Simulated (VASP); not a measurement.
Here is a VASP 6.6.1 calculation.

The input INCAR:

```
PREC = Accurate
ENCUT = 400
EDIFF = 1E-8
ISMEAR = 0
SIGMA = 0.1
LREAL = F
LASPH = T
NELM = 80
ALGO = Normal
ISIF = 2
LWAVE = F
LCHARG = F
GGA = PS
IVDW = 11
LCHIMAG = T
DQ = 0.001
ICHIBARE = 1
LNMR_SYM_RED = T
```

Contents of KPOINTS:

```
Automatic mesh
0
Gamma
  11 11 11
```

The input POSCAR:

```
MgO
1.0
    0.0000000000      2.0970013927      2.0970013927
    2.0970013927      0.0000000000      2.0970013927
    2.0970013927      2.0970013927      0.0000000000
Mg O
1 1
Direct
    0.0129250000      0.0315350000     -0.0239610000
    0.5290230000      0.4735060000      0.5154400000
```

Potentials or basis: VASP PAW PBE potentials, release 64 (Mg, O_s).

Command:

```console
$ cat potpaw_PBE.64/Mg/POTCAR potpaw_PBE.64/O_s/POTCAR > POTCAR
$ mpirun -np 1 vasp_std > vasp.out
```

(1) Predict the dispersion energy per atom.

## Answers

(1) -0.167 eV.
